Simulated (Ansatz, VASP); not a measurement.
Given: the input of a run of VASP 6.6.1 on SiC.

INCAR

```
SYSTEM = SiC
PREC     = Accurate       ! precision mode
ENCUT    = 520            ! plane-wave cutoff, eV
EDIFF    = 1E-6           ! SCF threshold, eV
ISMEAR   = -1             ! smearing method
SIGMA    = 0.05           ! smearing width, eV
LREAL    = .False.        ! projectors in reciprocal space
LASPH    = .True.         ! aspherical terms in the spheres
NELM     = 100            ! most SCF steps
ALGO     = Normal         ! electronic algorithm
ISIF     = 2              ! what is computed and relaxed
LWAVE    = .False.        ! write WAVECAR
LCHARG   = .False.        ! write CHGCAR
GGA      = PS             ! functional
NBANDS   = 26             ! bands
```

File KPOINTS:

```
regular mesh
0
Gamma
  10 10 3
  0 0 0
```

Contents of POSCAR:

```
SiC
1.0
    3.1161684510      0.0000000000      0.0000000000
   -1.5580842255      2.6986810411      0.0000000000
    0.0000000000      0.0000000000     10.2031701838
Si C
4 4
Direct
    0.0000000000      0.0000000000      0.1878943800
    0.0000000000      0.0000000000      0.6878943800
    0.3333333333      0.6666666667      0.4378419800
    0.6666666667      0.3333333333      0.9378419800
    0.0000000000      0.0000000000      0.0004600500
    0.0000000000      0.0000000000      0.5004600500
    0.3333333333      0.6666666667      0.2498025900
    0.6666666667      0.3333333333      0.7498025900
```

Potentials or basis: VASP PAW PBE potentials, release 64 (Si, C).

The run is started by

```console
$ cat potpaw_PBE.64/Si/POTCAR potpaw_PBE.64/C/POTCAR > POTCAR
$ mpirun -np 1 vasp_std > vasp.out
```

Task: Translate it to Ansatz 0.2.0. Potentials there: all-electron LAPW, scalar-relativistic.

Result: As run (the cutoff follows the program's own potentials):

Contents of input.yaml:

```yaml
crystal:
  lattice:
    - [3.116168451, 0.0, 0.0]
    - [-1.5580842255, 2.6986810411, 0.0]
    - [0.0, 0.0, 10.2031701838]
  atoms:
    - { symbol: Si, position: [0.0, 0.0, 0.18789438] }
    - { symbol: Si, position: [0.0, 0.0, 0.68789438] }
    - { symbol: Si, position: [0.3333333333, 0.6666666667, 0.43784198] }
    - { symbol: Si, position: [0.6666666667, 0.3333333333, 0.93784198] }
    - { symbol: C, position: [0.0, 0.0, 0.00046005] }
    - { symbol: C, position: [0.0, 0.0, 0.50046005] }
    - { symbol: C, position: [0.3333333333, 0.6666666667, 0.24980259] }
    - { symbol: C, position: [0.6666666667, 0.3333333333, 0.74980259] }
kpoints:
  mp_grid: { grid: [10, 10, 3] }
scf:
  occupations: { method: fermi_dirac, width: 0.05 }
hamiltonian:
  xc: pbesol
  pseudopotentials: { kind: all_electron, lapw: { basis_error: 0.001 } }
output:
  forces: true
  stress: true
  eigenvalues: true
```

Potentials or basis: all-electron LAPW, scalar-relativistic.

The run is started by

```sh
$ ansatz run input.yaml --threads 4 --pin off --max-ram 12288MiB --backend cpu --events-out ev --progress --plain --runs-dir out
```

Both were run:

|  | VASP | Ansatz | Ansatz less VASP |
| --- | --- | --- | --- |
| gap on the k mesh at the Fermi level (eV) | 2.10 | 2.11 | +0.008 |
| least direct gap on the mesh (eV) | 3.21 | 3.22 | +0.009 |
| pressure (GPa) | -7.4 | -7.7 | -0.35 |

Ansatz ran all-electron here, so the differences hold the error of VASP's frozen core and of both bases.

Caveats: an odd mesh through Γ misses points on the zone boundary, where band edges often lie; the PAW data sets were made with another functional, which shifts forces and pressure a little (VASP).
